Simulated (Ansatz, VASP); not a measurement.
## Fe: VASP beside Ansatz

INCAR

```
PREC = Accurate
ENCUT = 520
EDIFF = 1E-6
ISMEAR = -1
SIGMA = 0.1
LREAL = False
LASPH = True
NELM = 60
ALGO = Normal
ISIF = 2
LWAVE = False
LCHARG = False
GGA = PE
NBANDS = 10
```

KPOINTS

```
regular mesh
0
Gamma
  21 21 21
```

The input POSCAR:

```
Fe
1.0
   -1.3233322915      1.3233322915      1.3233322915
    1.3233322915     -1.3233322915      1.3233322915
    1.3233322915      1.3233322915     -1.3233322915
Fe
1
Direct
    0.0000000000      0.0000000000      0.0000000000
```

Input for Ansatz:

```yaml
crystal:
  lattice:
    - [-1.3233322915, 1.3233322915, 1.3233322915]
    - [1.3233322915, -1.3233322915, 1.3233322915]
    - [1.3233322915, 1.3233322915, -1.3233322915]
  atoms:
    - { symbol: Fe, position: [0.0, 0.0, 0.0] }
kpoints:
  mp_grid: { grid: [21, 21, 21] }
scf:
  occupations: { method: fermi_dirac, width: 0.1 }
hamiltonian:
  xc: pbe
  pseudopotentials: { kind: all_electron, lapw: { basis_error: 0.001 } }
output:
  forces: true
  stress: true
  eigenvalues: true
  populations: true
```

Change from the starting cell: volume scaled by 0.88, LAPW.

Alike in both runs: task single point; functional PBE; k mesh 21 × 21 × 21; occupations fermi-dirac, width 0.1 eV; no spin polarisation.

```csv
,VASP,Ansatz
version,VASP 6.6.1,Ansatz 0.2.0
potentials or method,"VASP PAW PBE potentials, release 64 (Fe)","all-electron LAPW, scalar-relativistic"
plane-wave cutoff (eV),520,see its input
```

Ansatz gave:

* pressure (GPa): 45.1

What did VASP give for the same quantities?

Pressure (GPa): 44.3.

Ansatz ran all-electron here, so the differences hold the error of VASP's frozen core and of both bases.

Caveats: so large a pressure means that the cell lies far from this level's equilibrium, or that cutoff or potentials fall short (VASP); the run has no spin polarisation, though such a crystal can be magnetic. Spin polarisation is off, so any magnetic state and its effect on volume and gap are missing.
